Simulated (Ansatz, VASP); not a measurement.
**One calculation of Al2O3 (Corundum), two programs**

File INCAR:

```
PREC     = Accurate       # precision mode
ENCUT    = 520            # plane-wave cutoff, eV
EDIFF    = 1E-7           # SCF threshold, eV
ISMEAR   = -1             # smearing method
SIGMA    = 0.05           # smearing width, eV
LREAL    = False          # projectors in reciprocal space
LASPH    = True           # aspherical terms in the spheres
NELM     = 60             # most SCF steps
ALGO     = Normal         # electronic algorithm
ISIF     = 2              # what is computed and relaxed
LWAVE    = False          # write WAVECAR
LCHARG   = True           # write CHGCAR
GGA      = PE             # functional
LELF     = True           # ELF
LVHAR    = True         
NBANDS   = 35             # bands
```

Contents of KPOINTS:

```
regular mesh
0
Gamma
  7 7 7
```

The input POSCAR:

```
Al2O3
1.0
    2.3316598353      1.3461844335      4.2434364115
   -2.3316598353      1.3461844335      4.2434364115
    0.0000000000     -2.6923688671      4.2434364115
Al O
4 6
Direct
    0.8521600000      0.8521600000      0.8521600000
    0.6478400000      0.6478400000      0.6478400000
    0.1478400000      0.1478400000      0.1478400000
    0.3521600000      0.3521600000      0.3521600000
    0.0566800000      0.7500000000      0.4433200000
    0.7500000000      0.4433200000      0.0566800000
    0.4433200000      0.0566800000      0.7500000000
    0.9433200000      0.2500000000      0.5566800000
    0.2500000000      0.5566800000      0.9433200000
    0.5566800000      0.9433200000      0.2500000000
```

The input input.yaml:

```yaml
crystal:
  lattice:
    - [2.3316598353, 1.3461844335, 4.2434364115]
    - [-2.3316598353, 1.3461844335, 4.2434364115]
    - [0.0, -2.6923688671, 4.2434364115]
  atoms:
    - { symbol: Al, position: [0.85216, 0.85216, 0.85216] }
    - { symbol: Al, position: [0.64784, 0.64784, 0.64784] }
    - { symbol: Al, position: [0.14784, 0.14784, 0.14784] }
    - { symbol: Al, position: [0.35216, 0.35216, 0.35216] }
    - { symbol: O, position: [0.05668, 0.75, 0.44332] }
    - { symbol: O, position: [0.75, 0.44332, 0.05668] }
    - { symbol: O, position: [0.44332, 0.05668, 0.75] }
    - { symbol: O, position: [0.94332, 0.25, 0.55668] }
    - { symbol: O, position: [0.25, 0.55668, 0.94332] }
    - { symbol: O, position: [0.55668, 0.94332, 0.25] }
hamiltonian:
  xc: pbe
  pseudopotentials: { kind: paw, accuracy: stringent }
kpoints:
  mp_grid: { grid: [7, 7, 7] }
scf:
  occupations: { method: fermi_dirac, width: 0.05 }
output:
  forces: true
  stress: true
  eigenvalues: true
```

Alike in both runs: task single point; functional PBE; k mesh 7 × 7 × 7; occupations fermi-dirac, width 0.05 eV; no spin polarisation.

|  | VASP | Ansatz |
| --- | --- | --- |
| version | VASP 6.6.1 | Ansatz 0.2.0 |
| potentials or method | VASP PAW PBE potentials, release 64 (Al, O) | SSSP precision PAW |
| plane-wave cutoff (eV) | 520 | 1020 |
| valence electrons in the cell | 48 | 48 |

```csv
,VASP,Ansatz,Ansatz less VASP
gap on the k mesh at the Fermi level (eV),7.01,7.01,-0.005
least direct gap on the mesh (eV),7.01,7.01,-0.005
pressure (GPa),25.4,26.5,+1.03
largest component of the traceless stress (GPa),1.36,1.49,+0.136
rms of the force components (eV/Å),0.031,0.036,+0.0049
```

Atom by atom the forces differ by 0.012 eV/Å (rms over components). With one functional, cell and mesh, what is left measures potentials, basis and numerics.

Caveats: so large a pressure means that the cell lies far from this level's equilibrium, or that cutoff or potentials fall short (VASP); an odd mesh through Γ misses points on the zone boundary, where band edges often lie (VASP); odd divisions of the mesh miss points on the zone boundary, where band edges often lie, so the gap on the mesh can be too wide (Ansatz).
